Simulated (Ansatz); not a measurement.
# BaTiO3: stress in a strained cell

BaTiO3 is deformed so: equal xy, yz and zx engineering shear strains of -1 %. What stress and forces result, by LAPW, PAW and all-electron datasets made for the crystal?

Program: Ansatz 0.2.0. Level of theory: DFT PBE, scalar-relativistic. These are calculated values, not measurements.

## (1) The system as given

Symmetry: P4/mmm, No. 123, tetragonal system. Conventional cell: a = 4.000 Å, b = 4.000 Å, c = 4.018 Å, α = 90.00°, β = 90.00°, γ = 90.00°. Ba (site symmetry 4/mmm) is surrounded by 12 O at 2.83 Å. Ti (site symmetry 4/mmm) has 6 O at 2.00 to 2.01 Å as nearest neighbours. Around O (site symmetry 4/mmm) lie 2 Ti at 2.01 Å and 4 Ba at 2.83 Å. O (site symmetry mmm) is surrounded by 2 Ti at 2.00 Å and 4 Ba at 2.83 Å.

Structure file:

```cif
data_structure
_symmetry_space_group_name_H-M 'P4/mmm'
_symmetry_Int_Tables_number 123
_cell_length_a 3.9998
_cell_length_b 3.9998
_cell_length_c 4.0180
_cell_angle_alpha 90.000
_cell_angle_beta 90.000
_cell_angle_gamma 90.000
_cell_volume 64.28
loop_
_atom_site_label
_atom_site_type_symbol
_atom_site_symmetry_multiplicity
_atom_site_Wyckoff_symbol
_atom_site_fract_x
_atom_site_fract_y
_atom_site_fract_z
_atom_site_occupancy
Ba1 Ba 1 a 0.00000 0.00000 0.00000 1
Ti1 Ti 1 d 0.50000 0.50000 0.50000 1
O1 O 1 c 0.50000 0.50000 0.00000 1
O2 O 2 e 0.50000 0.00000 0.50000 1
```

The file gives the conventional cell by its symmetry; the runs use the cell typed in the input.

Atoms are numbered in the order of the input: Ba1, Ti2, O3, O4, O5.

## (2) The deformed structure

Space group P4/mmm before, C2/m after.

## (3) LAPW, all electrons

Input file input.yaml:

```yaml
crystal:
  lattice:
    - [3.9998, -0.019999, -0.019999]
    - [-0.019999, 3.9998, -0.019999]
    - [-0.02009, -0.02009, 4.018]
  atoms:
    - { symbol: Ba, position: [0.0, 0.0, 0.0] }
    - { symbol: Ti, position: [0.5, 0.5, 0.5] }
    - { symbol: O, position: [0.5, 0.5, 0.0] }
    - { symbol: O, position: [0.5, 0.0, 0.5] }
    - { symbol: O, position: [0.0, 0.5, 0.5] }
kpoints:
  mp_grid: { grid: [7, 7, 7] }
  band_path:
    path:
      - [0.0, 0.0, 0.0]
      - [-0.5, 0.5, 0.0]
      - [-0.5, 0.5, 0.5]
      - [0.0, 0.0, 0.5]
      - [0.0, 0.0, 0.0]
      - [-0.5, 0.0, 0.5]
      - [0.0, 0.0, 0.0]
      - [-0.5, 0.0, 0.0]
    npoints: 5
scf:
  occupations: { method: fermi_dirac, width: 0.03 }
hamiltonian:
  xc: pbe
  pseudopotentials: { kind: all_electron, lapw: { basis_error: 0.001 } }
output:
  forces: true
  stress: true
  eigenvalues: true
```

Started as:

```bash
$ ansatz run input.yaml --threads 2 --pin off --max-ram 6144MiB --backend cpu --events-out ev --progress --plain --runs-dir out
```

## (4) PAW with frozen cores

Input file input.yaml:

```yaml
crystal:
  lattice:
    - [3.9998, -0.019999, -0.019999]
    - [-0.019999, 3.9998, -0.019999]
    - [-0.02009, -0.02009, 4.018]
  atoms:
    - { symbol: Ba, position: [0.0, 0.0, 0.0] }
    - { symbol: Ti, position: [0.5, 0.5, 0.5] }
    - { symbol: O, position: [0.5, 0.5, 0.0] }
    - { symbol: O, position: [0.5, 0.0, 0.5] }
    - { symbol: O, position: [0.0, 0.5, 0.5] }
kpoints:
  mp_grid: { grid: [7, 7, 7] }
scf:
  occupations: { method: fermi_dirac, width: 0.03 }
hamiltonian:
  xc: pbe
  pseudopotentials: { kind: paw }
output:
  forces: true
  stress: true
  eigenvalues: true
  efg: { contact_densities: true }
```

## (5) All-electron PAW on datasets made for the crystal

input.yaml, as its differences from that of step 4:

```diff
@@ -17,3 +17,3 @@
   xc: pbe
-  pseudopotentials: { kind: paw }
+  pseudopotentials: { kind: all_electron, datasets: crystal }
 output:
```

(Steps that only read results are left out.)

**Question.** What will these runs give? Wanted: pressure; largest shear or deviatoric stress.

**Answer**, as computed:

| quantity | value |
| --- | --- |
| pressure | LAPW 1.72, PAW 1.70, crystal datasets 1.72 GPa |
| largest shear or deviatoric stress (LAPW) | 1.22 GPa |

What this shows: The largest part of the stress beyond the pressure is 1.22 GPa in size; the atoms are carried along and not relaxed. No run of the undeformed cell stands beside it, so the pressure holds what the given cell had before the change. PAW: stress within 0.01 GPa of LAPW. Crystal datasets: stress within 0.01 GPa of LAPW. Spin-orbit coupling is left out, though the cell holds Ba; in elements this heavy it can shift bands and gaps by tenths of an eV.

The gaps are Kohn-Sham values of a semilocal functional, not quasiparticle or optical gaps. Such gaps usually fall short of the measured ones.
